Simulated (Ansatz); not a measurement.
The system is CuAu.

```
Au Cu
1.0
     1.44306    0.83315    4.25617
    -1.44306    0.83315    4.25617
     0.00000   -1.66630    4.25617
Au Cu
1 1
Direct
  0.00000 0.00000 0.00000
  0.50000 0.50000 0.50000
```

The cell comes from a database or a generator and needn't be the stable form of this composition.

Below is the output of Ansatz 0.2.0 for this cell. Logs are shortened: lines on timing, memory, paths and dates and some standing lists are left out, and cuts for length are marked.

```text
Warning: RAYON_NUM_THREADS=1 ignored (pool sized by the plan → 1); use --threads N
LAPW: plane waves up to 8.469 Å⁻¹, error target 1.0e-3 eV per atom; small_component_spin mean_spin; Cu in spheres of 1.320 Å, 19 of its electrons in bands, Dirac shells []; Au in spheres of 1.383 Å, 43 of its electrons in bands, Dirac shells [] (how accurate: hamiltonian.pseudopotentials.lapw.basis_error, Limitations)
Engine: ansatz 0.2.0, x86_64-unknown-linux-gnu
Pseudopotentials: kind: all_electron
Pseudopotential: Au, LAPW, valence charge 43, lapw/all_electron/scalar/gaussian/Au, Koelling and Harmon's equation, gaussian nucleus
Pseudopotential: Cu, LAPW, valence charge 19, lapw/all_electron/scalar/gaussian/Cu, Koelling and Harmon's equation, gaussian nucleus
Functional definition: SPW92
  exchange = slater_x
  correlation = pw_c
Crystal: 2 atoms, lattice volume = 30.703 Å³
Basis set: ecut = 273.2438170660921 eV, 299 PW (Γ), FFT grids on a1−a3, a2−a3, a3, exchange–correlation at level 2
Bands: 38, of which v1, the nominal top of the filled ones, is band 31 counted from 1 (30 counted from 0)
Symmetry: 12 space group operations
Space group: R-3m (ITA 166), of the structure as read, at distance tolerance 3.1e-5 Å
k-points: 146 of 1331
Non-local potential: Au, projectors of the file, none
Non-local potential: Cu, projectors of the file, none
Initial density: superposition of atomic densities (chi_scale 0.1, normalization cell, long waves kept (reshape's long-wave potential 0.01 eV rms))
Initial wavefunctions: plane waves of lowest kinetic energy (no species holds an atomic orbital)
[... 12 lines left out ...]
SCF iter   9: F=-561905.454435 eV  HF=-561905.454435 eV  |F-HF|=1.63e-9  |Δ(HF+E_count)|=   6.12e-8  Δρ=1.55e-6  dr2=1.06e-9  ethr=1.14e-10  ⟨swp⟩=2.0  Hψ=15952  notcnv=0
SCF 1 converged in 9 iterations: F = -561905.454435 eV  dr2 = 1.06e-9
NSCF: frozen V_eff on 21 k-points
SCF converged after 9 iterations
Free energy (F): -561905.454435 eV
Harris-Foulkes:  -561905.454435 eV  (|F-HF|=1.63e-9)
Internal energy: -561905.446406 eV  (E = F + TS)
E sigma→0 (E₀):  -561905.450420 eV
Entropy (-TS):   -0.008030 eV (-4.015 meV/atom)
Fermi energy:    19.825863 eV
--- Per-component energies (eV) ---
  E_band       = -4374.532554
  E_kinetic    = 634744.284552
  E_xc         = -11397.255569
  E_electrostatic = -1185252.475389  (all electrons and nuclei)
  E_smearing   = -0.008030  (= −TS)
  E_closure    = 0.000000  (closes the sum)
  E_atoms      = -561896.397049  (free atoms, spherical and without spin; not in F)
  Σ components = -561905.454435   (vs F -561905.454435, Δ=0.00e0)
  Basis errors (estimates in eV, not in F): energy 2.6e-4 per atom: plane waves 2.2e-4 (1.2e-4 summed), levels above the bands 9.1e-128, relativity 5.7e-9, radial functions 4.2e-5, core shells 5.5e-8; eigenvalues (radial functions only) 2.6e-6; not estimated: angular momenta, meshes, grids; target (lapw.basis_error) 1.0e-3; muffin-tin radii Cu 1.320 Å, Au 1.383 Å
--- Forces (eV/Å), atoms counted from 1 ---
  atom   1  Au    -0.00000000     0.00000000     0.00000000
  atom   2  Cu    -0.00000000    -0.00000000     0.00000000
  max |Σ_I F_I| component: 5.51e-31 eV/Å
--- Stress (GPa, compression-positive) ---
      -12.931882      -0.000000       0.000000
       -0.000000     -12.931882      -0.000000
        0.000000      -0.000000     -12.521439
  P = ⅓ Tr σ = -12.7951 GPa (-127.951 kbar)
--- Band table (eV; the first three rows and the last of 146) ---
  k-point 0: bands = ["-302.9063", "-302.8933", "-302.8933", "-302.8640", "-302.8640", "-91.5781", "-86.0091", "-59.1391", "-59.1309", "-59.1309", "-59.1136", "-59.1136", "-59.0952", "-59.0940", "-49.4212", "-49.3954", "-49.3954", "-37.3472", "-37.2217", "-37.2217", "10.3399", "13.4055", "15.0885", "15.0885", "16.0795", "16.0795", "17.1053", "17.6299", "17.6299", "18.2594", "18.2594", "19.7143", "24.3564", "34.3632", "35.6367", "35.6367", "37.2553", "39.7731"]
  k-point 1: bands = ["-302.9063", "-302.8933", "-302.8933", "-302.8640", "-302.8640", "-91.5780", "-86.0085", "-59.1391", "-59.1309", "-59.1309", "-59.1136", "-59.1135", "-59.0953", "-59.0939", "-49.4210", "-49.3969", "-49.3958", "-37.3457", "-37.2351", "-37.2251", "10.5941", "13.5523", "14.9920", "15.2444", "15.8849", "16.0900", "17.1373", "17.5822", "17.6589", "17.8000", "18.2143", "20.4762", "24.4742", "33.7899", "34.7959", "35.2561", "36.8047", "38.2861"]
  k-point 2: bands = ["-302.9063", "-302.8933", "-302.8933", "-302.8640", "-302.8640", "-91.5777", "-86.0068", "-59.1390", "-59.1310", "-59.1309", "-59.1136", "-59.1135", "-59.0954", "-59.0938", "-49.4205", "-49.4009", "-49.3968", "-37.3417", "-37.2709", "-37.2342", "11.3157", "13.9119", "14.8219", "15.3920", "15.6695", "16.1308", "17.1445", "17.3237", "17.5368", "17.7416", "18.0952", "21.6762", "24.9766", "30.7482", "34.4392", "34.5805", "35.7715", "36.8236"]
  k-point 145: bands = ["-302.9063", "-302.8933", "-302.8933", "-302.8640", "-302.8640", "-91.5780", "-86.0085", "-59.1391", "-59.1309", "-59.1309", "-59.1136", "-59.1135", "-59.0953", "-59.0939", "-49.4208", "-49.3969", "-49.3958", "-37.3468", "-37.2351", "-37.2251", "11.8574", "13.7315", "15.1008", "15.1514", "15.4008", "16.3932", "16.5606", "17.2812", "17.3413", "17.3414", "17.7192", "17.8481", "32.3492", "33.5762", "34.5560", "35.6206", "35.8469", "38.2422"]
```

Question: What input gives this log?

Answer: Band structure with LDA, no spin polarisation. The files as run (others can give the same):

input.yaml
```yaml
crystal:
  lattice:
    - [1.4430568479, 0.8331492596, 4.2561707609]
    - [-1.4430568479, 0.8331492596, 4.2561707609]
    - [0.0, -1.6662985192, 4.2561707609]
  atoms:
    - { symbol: Au, position: [0.0, 0.0, 0.0] }
    - { symbol: Cu, position: [0.5, 0.5, 0.5] }
kpoints:
  mp_grid: { grid: [11, 11, 11] }
  band_path:
    path:
      - [0.0, 0.0, 0.0]
      - [0.5, 0.0, 0.0]
      - [0.5, 0.1922122767, -0.1922122767]
    npoints: 10
scf:
  occupations: { method: fermi_dirac, width: 0.05 }
hamiltonian:
  xc: lda
  pseudopotentials: { kind: all_electron, lapw: { basis_error: 0.001 } }
output:
  forces: true
  stress: true
  eigenvalues: true
```

Potentials or basis: all-electron LAPW, scalar-relativistic.
Run with:
```console
$ ansatz run input.yaml --threads 1 --pin off --max-ram 3072MiB --backend cpu --events-out ev --progress --plain --runs-dir out
```

Caveat: spin-orbit coupling is left out, which moves the levels of the heavy elements.
